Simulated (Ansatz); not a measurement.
# Stack of H-GaAs-Cl chair under Sb2Se3 quintuple layer, shifted by two thirds of the diagonal in a perpendicular field

What dipole does a perpendicular field induce in the stack of H-GaAs-Cl chair under Sb2Se3 quintuple layer, shifted by two thirds of the diagonal, and does the gap follow? A positive field points along +c.

Method: plane-wave DFT, PBEsol-D3(BJ), Ansatz PAW, in Ansatz 0.2.0.

## (1) The structure

The cell holds 9 atoms: 1 Cl, 1 As, 1 Ga, 1 H, 3 Se and 2 Sb. Its edges and angles: a = 4.023 Å, b = 4.023 Å, c = 59.843 Å, α = 90.0°, β = 90.0°, γ = 120.0°. Regions: layer 1: H-GaAs-Cl chair, 4 atoms (1 Cl, 1 As, 1 Ga and 1 H); layer 2: Sb2Se3 quintuple layer, 5 atoms (3 Se and 2 Sb). Vacuum lies along c.

## (2) Relaxing the slab

The starting cell is a guess, so the in-plane lattice and the atoms are relaxed first, with the slab cut off from its images along the normal.

Contents of input.yaml:

```yaml
crystal:
  lattice:
    - [4.02325, 0.0, 0.0]
    - [-2.011625, 3.4842367058, 0.0]
    - [0.0, 0.0, 59.8433333337]
  atoms:
    - { symbol: Cl, position: [0.6666666667, 0.3333333333, 0.3793237899] }
    - { symbol: As, position: [0.6666666667, 0.3333333333, 0.4162535509] }
    - { symbol: Ga, position: [0.3333333333, 0.6666666667, 0.4296774913] }
    - { symbol: H, position: [0.3333333333, 0.6666666667, 0.4552442489] }
    - { symbol: Se, position: [0.0, 0.0, 0.5003620565] }
    - { symbol: Sb, position: [0.3333333333, 0.6666666667, 0.52793405] }
    - { symbol: Se, position: [0.6666666667, 0.3333333333, 0.5605191333] }
    - { symbol: Sb, position: [0.0, 0.0, 0.5931042166] }
    - { symbol: Se, position: [0.3333333333, 0.6666666667, 0.6206762101] }
  periodic: [true, true, false]
kpoints:
  mp_grid: { grid: [12, 12, 1] }
hamiltonian:
  xc: pbesol
  dispersion: d3bj
scf:
  occupations: { method: fermi_dirac, width: 0.05 }
  convergence: { dr2_threshold: 1.0e-09 }
relax:
  f_tol: 0.004
  max_steps: 90
  cell: {}
output:
  write_potential: true
  write_density: true
  volumetric_format: npy
```

Launch:

```sh
ansatz run input.yaml --threads 4 --pin off --max-ram 12288MiB --backend cpu --events-out ev --progress --plain --runs-dir out
```

Numbers of over 12 decimals in the logs are rounded to 6 here.

The log of the run:

```text
Warning: relax.cell: scf.convergence.dr2_threshold = 1e-9 eV is looser than the 1.50633528361e-10 eV advised for a relaxation that steers and ends on the stress (1e-10 eV for each atom of the cell: 9, times the square of relax.cell.stress_2d_tol = 0.05 N/m over 24.4 Å (the atoms' height at the walk's start and 5 Å past either face), 2.046e-2 GPa, over a crystal's default 0.05). What an SCF threshold leaves in a stress goes as its square root, and in the free energy as the threshold itself, and one threshold admits the most on a small cell: [figures from the program's tests cut] Set scf.convergence.dr2_threshold to 1.50633528361e-10 eV or tighter. [rest of the remark cut]
Engine: ansatz 0.2.0, x86_64-unknown-linux-gnu
Pseudopotentials: kind: paw
Pseudopotential: Cl, paw, valence charge 7, recommended cutoff 420 eV (normal), Cl.paw.azcp
Pseudopotential: As, paw, valence charge 15, recommended cutoff 420 eV (normal), As.paw.azcp
Pseudopotential: Ga, paw, valence charge 13, recommended cutoff 420 eV (normal), Ga.paw.azcp
Pseudopotential: H, paw, valence charge 1, recommended cutoff 420 eV (normal), H.paw.azcp
Pseudopotential: Se, paw, valence charge 16, recommended cutoff 420 eV (normal), Se.paw.azcp
Pseudopotential: Sb, paw, valence charge 15, recommended cutoff 420 eV (normal), Sb.paw.azcp
Functional definition: PBEsol
  exchange = pbesol_x
  correlation = pbesol_c
Crystal: 9 atoms, lattice volume = 838.881 Å³
Basis set: ecut = 420 eV, 16483 PW (Γ), exchange–correlation on 54×54×800 points (8 copies of the dense FFT grid, shifted against one another)
Bands: 69, of which v1, the nominal top of the filled ones, is band 57 counted from 1 (56 counted from 0)
Symmetry: 6 space group operations
Space group: P3m1 (ITA 156), of the structure as read, at distance tolerance 9.4e-5 Å
k-points: 19 of 144 (time reversal used)
Non-local potential: Cl, projectors of the file, l = 0: 2, l = 1: 2, l = 2: 2
Non-local potential: As, projectors of the file, l = 0: 2, l = 1: 2, l = 2: 3, l = 3: 1
Non-local potential: Ga, projectors of the file, l = 0: 2, l = 1: 2, l = 2: 3, l = 3: 1
Non-local potential: H, projectors of the file, l = 0: 2, l = 1: 1
Non-local potential: Se, projectors of the file, l = 0: 2, l = 1: 2, l = 2: 3, l = 3: 1
Non-local potential: Sb, projectors of the file, l = 0: 2, l = 1: 2, l = 2: 2, l = 3: 2
PAW form: soft (Blöchl's): semilocal exchange-correlation on the pseudo side does not see the compensation charge
PAW frozen core: Cl, regenerated for the run's functional, and the local potential with it (the file was generated under x = pbe(κ = 0.804, μ = 0.219515), c = pbe(β = 0.066725))
PAW frozen core: As, regenerated for the run's functional, and the local potential with it (the file was generated under x = pbe(κ = 0.804, μ = 0.219515), c = pbe(β = 0.066725))
PAW frozen core: Ga, regenerated for the run's functional, and the local potential with it (the file was generated under x = pbe(κ = 0.804, μ = 0.219515), c = pbe(β = 0.066725))
PAW frozen core: Se, regenerated for the run's functional, and the local potential with it (the file was generated under x = pbe(κ = 0.804, μ = 0.219515), c = pbe(β = 0.066725))
PAW frozen core: Sb, regenerated for the run's functional, and the local potential with it (the file was generated under x = pbe(κ = 0.804, μ = 0.219515), c = pbe(β = 0.066725))
PAW one-centre angular grid: Cl, 110 points (default); XC on 64 Gauss nodes
PAW one-centre angular grid: As, 590 points (default); XC on 64 Gauss nodes
PAW one-centre angular grid: Ga, 590 points (default); XC on 64 Gauss nodes
PAW one-centre angular grid: H, 110 points (default); XC on 64 Gauss nodes
PAW one-centre angular grid: Se, 590 points (default); XC on 64 Gauss nodes
PAW one-centre angular grid: Sb, 590 points (default); XC on 64 Gauss nodes
Initial density: superposition of atomic densities (neutral atoms: chi_scale 0, normalization atom), corrected by the library's trained network
Initial wavefunctions: pseudopotential atomic-orbital guess
Functional: x = pbesol(κ = 0.804, μ = 0.123457), c = pbesol(β = 0.046)
SCF iter   1: F=—  HF=-38725.150914 eV  |F-HF|=—  |Δ(HF+E_count)|=         —  Δρ=2.19e-3  dr2=1.62e-1  ethr=1.77e-3  ⟨swp⟩=16.9  Hψ=7768  notcnv=0  defer=24
preconditioner: auto → LDOS  [insulator: Δε(μ)=0.377 eV  Ē_g=10.638 eV  σ=0.050 eV  W_gap=0.70  n_scr=126 (ndim 8)  ℏωp=9.4 eV  f_vac=0.710  D(μ)=0.22/eV (n_scr^D=4)  ε∞_Penn≈1.8  β→1.0]
SCF iter   2: F=—  HF=-38725.227028 eV  |F-HF|=—  |Δ(HF+E_count)|=   7.61e-2  Δρ=3.76e-3  dr2=8.62e-1  ethr=1.42e-4  ⟨swp⟩=5.1  Hψ=3654  notcnv=0  defer=64
preconditioner: auto → Resta (q_TF=auto, 1.956 Å⁻¹)  ε∞=1.8  [insulator: Δε(μ)=0.469 eV  Ē_g=10.775 eV  σ=0.050 eV  W_gap=0.98  n_scr=126 (ndim 8)  ℏωp=9.4 eV  f_vac=0.710  D(μ)=0.01/eV (n_scr^D=0)  ε∞_Penn≈1.8  vacuum switching on, ρ_ref=8.4e-3 e/Å³  β→0.5]
SCF iter   3: F=—  HF=-38725.132476 eV  |F-HF|=—  |Δ(HF+E_count)|=   9.46e-2  Δρ=1.17e-3  dr2=1.15e-1  ethr=1.42e-4  ⟨swp⟩=4.5  Hψ=2569  notcnv=0  defer=64
SCF iter   4: F=—  HF=-38725.132089 eV  |F-HF|=—  |Δ(HF+E_count)|=   3.87e-4  Δρ=9.72e-4  dr2=2.17e-1  ethr=1.01e-4  ⟨swp⟩=3.0  Hψ=1857  notcnv=0  defer=65
SCF iter   5: F=—  HF=-38725.124001 eV  |F-HF|=—  |Δ(HF+E_count)|=   8.09e-3  Δρ=3.82e-4  dr2=1.25e-2  ethr=1.01e-4  ⟨swp⟩=2.1  Hψ=1535  notcnv=0  defer=65
SCF iter   6: F=—  HF=-38725.123121 eV  |F-HF|=—  |Δ(HF+E_count)|=   8.80e-4  Δρ=1.56e-4  dr2=1.64e-3  ethr=1.09e-5  ⟨swp⟩=2.0  Hψ=1584  notcnv=0  defer=65
SCF iter   7: F=—  HF=-38725.123074 eV  |F-HF|=—  |Δ(HF+E_count)|=   4.68e-5  Δρ=5.52e-5  dr2=5.86e-5  ethr=1.44e-6  ⟨swp⟩=2.0  Hψ=1781  notcnv=0  defer=65
SCF iter   8: F=—  HF=-38725.123092 eV  |F-HF|=—  |Δ(HF+E_count)|=   1.82e-5  Δρ=1.87e-5  dr2=1.27e-5  ethr=5.14e-8  ⟨swp⟩=2.9  Hψ=1972  notcnv=0  defer=65
SCF iter   9: F=—  HF=-38725.123094 eV  |F-HF|=—  |Δ(HF+E_count)|=   1.96e-6  Δρ=5.99e-6  dr2=1.38e-6  ethr=1.11e-8  ⟨swp⟩=2.4  Hψ=1558  notcnv=0  defer=65
SCF iter  10: F=—  HF=-38725.123062 eV  |F-HF|=—  |Δ(HF+E_count)|=   3.24e-5  Δρ=3.00e-6  dr2=1.31e-7  ethr=1.21e-9  ⟨swp⟩=2.3  Hψ=1689  notcnv=0  defer=65
SCF iter  11: F=—  HF=-38725.123062 eV  |F-HF|=—  |Δ(HF+E_count)|=   1.64e-7  Δρ=1.14e-6  dr2=2.16e-8  ethr=1.15e-10  ⟨swp⟩=2.9  Hψ=2117  notcnv=0  defer=65
SCF iter  12: F=—  HF=-38725.123062 eV  |F-HF|=—  |Δ(HF+E_count)|=   1.25e-8  Δρ=5.24e-7  dr2=3.28e-9  ethr=1.90e-11  ⟨swp⟩=2.8  Hψ=1809  notcnv=0  defer=65
SCF iter  13: F=-38725.123062 eV  HF=-38725.123062 eV  |F-HF|=7.35e-10  |Δ(HF+E_count)|=   3.82e-9  Δρ=2.05e-7  dr2=9.99e-10  ethr=1.00e-12  ⟨swp⟩=11.2  Hψ=8547  notcnv=0
[...]
relax step   4: F+E_penalty+E_count = -38725.44643246 eV  Δ(F+E_penalty+E_count) = -4.604e-2 eV  max|allowed force component| = 9.255e-2 eV/Å  Δτ_max = 0.1917 Å  P = +0.168 N/m  Ω = 808.510 Å³  energy of the carried Pulay correction = +1.494e-3 eV  fix = [c, alpha, beta]  reactions: c +0.000 N/m  (16 SCF iters, accepted)
[...]
relax step   5: F+E_penalty+E_count = -38725.47446742 eV  Δ(F+E_penalty+E_count) = -2.803e-2 eV  max|allowed force component| = 4.271e-2 eV/Å  Δτ_max = 0.1904 Å  P = +0.214 N/m  Ω = 810.623 Å³  energy of the carried Pulay correction = +1.388e-3 eV  fix = [c, alpha, beta]  reactions: c +0.000 N/m  (15 SCF iters, accepted)
[...]
relax step   6: F+E_penalty+E_count = -38725.47672862 eV  Δ(F+E_penalty+E_count) = -2.261e-3 eV  max|allowed force component| = 2.007e-2 eV/Å  Δτ_max = 0.0823 Å  P = +0.084 N/m  Ω = 815.120 Å³  energy of the carried Pulay correction = +1.164e-3 eV  fix = [c, alpha, beta]  reactions: c +0.000 N/m  (14 SCF iters, accepted)
[...]
relax step   7: F+E_penalty+E_count = -38725.47705007 eV  Δ(F+E_penalty+E_count) = -3.215e-4 eV  max|allowed force component| = 8.401e-3 eV/Å  Δτ_max = 0.0253 Å  P = -0.005 N/m  Ω = 815.852 Å³  energy of the carried Pulay correction = +1.128e-3 eV  fix = [c, alpha, beta]  reactions: c -0.000 N/m  (12 SCF iters, accepted)
[...]
relax step   8: F+E_penalty+E_count = -38725.47710046 eV  Δ(F+E_penalty+E_count) = -5.039e-5 eV  max|allowed force component| = 1.847e-3 eV/Å  Δτ_max = 0.0041 Å  P = -0.001 N/m  Ω = 815.528 Å³  energy of the carried Pulay correction = +1.144e-3 eV  fix = [c, alpha, beta]  reactions: c -0.000 N/m  (9 SCF iters, accepted)
Initial wavefunctions: pseudopotential atomic-orbital guess (no wavefunctions were taken with the density)
iter 1 solved again at ethr=5.92e-7 eV; its pass at ethr=3.10e-3 eV (dr2=6.75e-4 eV) is discarded
SCF iter   1: F=—  HF=-38725.475972 eV  |F-HF|=—  |Δ(HF+E_count)|=         —  Δρ=1.55e-5  dr2=3.08e-7  ethr=5.92e-7  ⟨swp⟩=5.3  Hψ=12648  notcnv=0
eigensolver tolerance schedule: the retry pair's looser diagonalisation over-reported the residual by 2189.48 of it (diagonalisation noise at 0.72 of the residual, at the tolerance the schedule requests for it); recorded, not acted on — ethr = c·dr2/N_el stays at c = 1.0e-1
preconditioner: auto → Resta (q_TF=auto, 1.965 Å⁻¹)  ε∞=1.7  [insulator: Δε(μ)=0.486 eV  Ē_g=11.117 eV  σ=0.050 eV  W_gap=0.97  n_scr=114 (ndim 8)  ℏωp=9.6 eV  f_vac=0.729  D(μ)=0.02/eV (n_scr^D=0)  ε∞_Penn≈1.7  vacuum switching on, ρ_ref=9.0e-3 e/Å³]
SCF iter   2: F=—  HF=-38725.475942 eV  |F-HF|=—  |Δ(HF+E_count)|=   2.95e-5  Δρ=9.16e-6  dr2=2.32e-7  ethr=2.70e-10  ⟨swp⟩=5.1  Hψ=4031  notcnv=0
SCF iter   3: F=—  HF=-38725.475942 eV  |F-HF|=—  |Δ(HF+E_count)|=   2.39e-7  Δρ=3.66e-6  dr2=3.88e-7  ethr=2.04e-10  ⟨swp⟩=2.4  Hψ=1857  notcnv=0
SCF iter   4: F=—  HF=-38725.475942 eV  |F-HF|=—  |Δ(HF+E_count)|=   2.01e-8  Δρ=2.39e-6  dr2=4.47e-7  ethr=2.04e-10  ⟨swp⟩=2.8  Hψ=1678  notcnv=0
SCF iter   5: F=—  HF=-38725.475942 eV  |F-HF|=—  |Δ(HF+E_count)|=   6.50e-9  Δρ=1.60e-6  dr2=3.81e-7  ethr=2.04e-10  ⟨swp⟩=1.9  Hψ=1412  notcnv=0
SCF iter   6: F=—  HF=-38725.475942 eV  |F-HF|=—  |Δ(HF+E_count)|=   1.64e-8  Δρ=7.95e-7  dr2=4.70e-8  ethr=2.04e-10  ⟨swp⟩=1.7  Hψ=1449  notcnv=0
SCF iter   7: F=—  HF=-38725.475942 eV  |F-HF|=—  |Δ(HF+E_count)|=   1.88e-9  Δρ=2.29e-7  dr2=1.92e-9  ethr=4.12e-11  ⟨swp⟩=1.9  Hψ=1734  notcnv=0
SCF iter   8: F=-38725.475942 eV  HF=-38725.475942 eV  |F-HF|=8.29e-10  |Δ(HF+E_count)|=  3.93e-10  Δρ=9.26e-8  dr2=7.74e-11  ethr=1.00e-12  ⟨swp⟩=15.3  Hψ=9049  notcnv=0
SCF 9 converged in 8 iterations: F = -38725.475942 eV  dr2 = 7.74e-11
relax step   9: F+E_penalty+E_count = -38725.47594229 eV  Δ(F+E_penalty+E_count) = +1.158e-3 eV  max|allowed force component| = 1.810e-3 eV/Å  Δτ_max = 0.0000 Å  P = -0.001 N/m  Ω = 815.528 Å³  fix = [c, alpha, beta]  reactions: c -0.000 N/m  stress off target by 1.11e-3 N/m on what of the cell is left free  SCF on the basis re-selected at this cell (its energy is not comparable with the rows above)  (8 SCF iters)
basis re-selected at this cell: Δ(F+E_penalty+E_count) = +1.158e-3 eV, ΔP = -0.000 N/m vs the last step (what re-selecting the basis moved, of the pressure what is left beyond the Pulay correction that the steps carried, after the strain that the cell walked since its last selection, with what the two solves' SCF thresholds leave and, on support functions, any second-order correction that the steps lacked; it is no m [...]
SCF converged after 8 iterations
Free energy (F): -38725.475942 eV
Harris-Foulkes:  -38725.475942 eV  (|F-HF|=8.29e-10)
Internal energy: -38725.475700 eV  (E = F + TS)
E sigma→0 (E₀):  -38725.475821 eV
Entropy (-TS):   -0.000243 eV (-0.027 meV/atom)
Fermi energy:    -5.306122 eV
--- Per-component energies (eV) ---
  E_band       = -3404.230402
  E_kinetic    = 1162.309756
  E_local      = -893773.649769  (includes V_loc(G=0)·N_el)
  E_nonlocal   = -1263.412825
  E_hartree    = 445866.383385
  E_xc         = -846.774147
  E_vxc        = -757.066100  (∫ρ·V_xc dr)
  E_paw        = -18983.291123  (= ΣΔE_a)
  E_vpaw       = -505.177438  (= ΣTr[D̂ρ^β])
  E_aug_tail   = -0.002954  (compensation charges beyond the density's cutoff)
  E_ewald      = 429109.560658
  E_disp       = -2.195585  (pairwise vdW)
  E_core_change = 5.596904  (= ΣΔE_core)
  E_smearing   = -0.000243  (= −TS)
  E_closure    = -0.000000  (closes the sum)
  Σ components = -38725.475942   (vs F -38725.475942, Δ=0.00e0)
--- Forces (eV/Å), atoms counted from 1 ---
  atom   1  Cl     0.00000000     0.00000000     0.00180943
  atom   2  As     0.00000000     0.00000000    -0.00057210
  atom   3  Ga     0.00000000    -0.00000000    -0.00093300
  atom   4  H      0.00000000    -0.00000000    -0.00000175
  atom   5  Se     0.00000000     0.00000000     0.00086880
  atom   6  Sb     0.00000000    -0.00000000    -0.00032752
  atom   7  Se     0.00000000     0.00000000    -0.00024103
  atom   8  Sb    -0.00000000     0.00000000     0.00016766
  atom   9  Se     0.00000000    -0.00000000    -0.00077287
  max |Σ_I F_I| component: 2.38e-6 eV/Å
--- 2D stress c σ (N/m, compression-positive) ---
       -0.001112       0.000000       0.000000
        0.000000      -0.001112      -0.000000
        0.000000      -0.000000      -0.000000
  P = ½ c Tr σ = -0.0011 N/m
--- Band table (eV; the first three rows and the last of 19) ---
  k-point 0: bands = [... 53 lower, -6.5835, -5.7964, -5.6681, -5.6681, -5.1277, -4.1513, -4.1513, -4.1120, ... 8 higher]
  k-point 1: bands = [... 53 lower, -6.3480, -6.0634, -5.7829, -5.6136, -4.7149, -4.2633, -4.0239, -3.5782, ... 8 higher]
  k-point 2: bands = [... 53 lower, -6.8065, -6.2592, -6.0498, -5.7139, -4.3702, -3.7536, -3.5934, -3.2723, ... 8 higher]
  k-point 18: bands = [... 53 lower, -7.8244, -7.4911, -6.3731, -6.1278, -4.0752, -3.1771, -3.0496, -2.8963, ... 8 higher]
  the weakly bound empty levels are not read free of the cell's end (no_gap_told)
--- Relaxed structure (8 steps of the walk, 8 accepted, 1 SCFs on fresh bases) ---
  F+E_penalty+E_count = -38725.47594229 eV   max|allowed force component| = 1.810e-3 eV/Å   (the final SCF, on the basis selected at the relaxed cell)
  cell:  # Å, volume = 815.5281 Å³
    - [3.966854, 0, 0]
    - [-1.983427, 3.435397, 0]
    - [0, 0, 59.8433333337]
  atoms:
    - { symbol: Cl, position: [0.666667, 0.333333, 0.390273] }
    - { symbol: As, position: [0.666667, 0.333333, 0.426474] }
    - { symbol: Ga, position: [0.333333, 0.666667, 0.439581] }
    - { symbol: H, position: [0.333333, 0.666667, 0.465687] }
    - { symbol: Se, position: [-1.8503717076816678e-17, -3.0839528462168923e-17, 0.495322] }
    - { symbol: Sb, position: [0.333333, 0.666667, 0.521258] }
    - { symbol: Se, position: [0.666667, 0.333333, 0.552195] }
    - { symbol: Sb, position: [-1.850371707681667e-17, -3.083952846216891e-17, 0.583159] }
    - { symbol: Se, position: [0.333333, 0.666667, 0.609146] }
```

The job ended after 3.2 min (4 threads of AMD EPYC 9R14 (Zen 4), shared host; peak memory 2.1 GiB; 12 min of CPU time).

Relaxation path:

```
step  energy less that of the first step (eV)  largest force component (eV/Å)  volume (Å³)
   1                                   0.0000                          0.8963       838.88
   2                                  -0.1908                          0.6005       822.91
   3                                  -0.2773                          0.0652       813.45
   4                                  -0.3234                          0.0925       808.51
   5                                  -0.3514                          0.0427       810.62
   6                                  -0.3537                          0.0201       815.12
   7                                  -0.3540                          0.0084       815.85
   8                                  -0.3540                          0.0018       815.53
  9*                                  -0.3529                          0.0018       815.53
```

Relaxation steps marked * repeat the geometry before them on a plane-wave basis chosen anew for their cell, so energy and pressure can jump there.

The run keeps the 6 symmetry operations that it works with, so distortions that break them were not tested.

```
cell as run  before  after  change
      a (Å)   4.023  3.967  -1.4 %
      b (Å)   4.023  3.967  -1.4 %
```

The atoms that moved most (Å, along periodic axes as changes of fractional coordinates times the final cell, across vacuum about the mean position):

```
atom     dx     dy      dz  length
 Se9  0.000  0.000  -0.690   0.690
 Cl1  0.000  0.000   0.655   0.655
  H4  0.000  0.000   0.625   0.625
 As2  0.000  0.000   0.612   0.612
 Sb8  0.000  0.000  -0.595   0.595
 Ga3  0.000  0.000   0.593   0.593
 Se7  0.000  0.000  -0.498   0.498
 Sb6  0.000  0.000  -0.400   0.400
```

Numbers from this step:

| Item | Value |
| --- | --- |
| energy at zero smearing | -38725.4758 eV |

The lattice constant a goes from 4.023 to 3.967 Å.

[end of part 1 of 4]

[Logs are printed without paths, hosts, clocks, repeated set-up lines and the standing remarks that a program may print on its own settings, such as how far it seeks lower states.]

[Hosts, paths, dates, database ids (printed as entryN), source tags and the programs' standing remarks are cut or masked in the printed files.]

[Maps of the electrostatic potential energy from Ansatz leave out the sawtooth potential of an applied field or a dipole correction, so their vacuum need not be flat; planar profiles and work functions include it.]
